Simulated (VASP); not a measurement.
Set up this calculation in VASP 6.6.1, as the native input.

| Quantity | Value |
| --- | --- |
| Task | single point |
| Functional | PBE |
| Potentials or basis | VASP PAW PBE potentials, release 64 (Pt) |
| Cutoff | 520 eV |
| k mesh | 16 × 16 × 16 |
| Occupations | gaussian, width 0.1 eV |
| Spin | no spin polarisation |
| Dipole correction | no |
| Further INCAR settings | ALGO = Fast; EDIFF = 1e-07; NBANDS = 17 |

The structure of Pt lies in POSCAR:

```
Pt
1.0
    0.0000000000      2.8874097055      2.8874097055
    2.8874097055      0.0000000000      2.8874097055
    2.8874097055      2.8874097055      0.0000000000
Pt
2
Direct
    0.0000000000      0.0000000000      0.0000000000
    0.2500000000      0.2500000000      0.2500000000
```

The cell was built by a generator and needn't be a form met in nature.

One way to write it, as run:

INCAR

```
SYSTEM = Pt
PREC = Accurate ; ENCUT = 520
EDIFF = 1E-7 ; ISMEAR = 0
SIGMA = 0.1 ; LREAL = .False.
LASPH = .True. ; NELM = 100
ALGO = Fast ; ISIF = 2
LWAVE = .False. ; LCHARG = .False.
GGA = PE ; NBANDS = 17
```

KPOINTS

```
Automatic mesh
0
Gamma
  16 16 16
  0 0 0
```

Potentials or basis: VASP PAW PBE potentials, release 64 (Pt).

Command:

```console
$ cat potpaw_PBE.64/Pt/POTCAR > POTCAR
$ mpirun -np 1 vasp_std > vasp.out
```

Results of the run:

```json
{"Pressure": "-0.4 GPa", "Band gap on the k mesh": "none (metal or under the smearing width)"}
```

It took 54 s on 1 thread of AMD EPYC 9R45 96-Core Processor (Zen 5), on a shared host, peak memory 0.21 GiB.
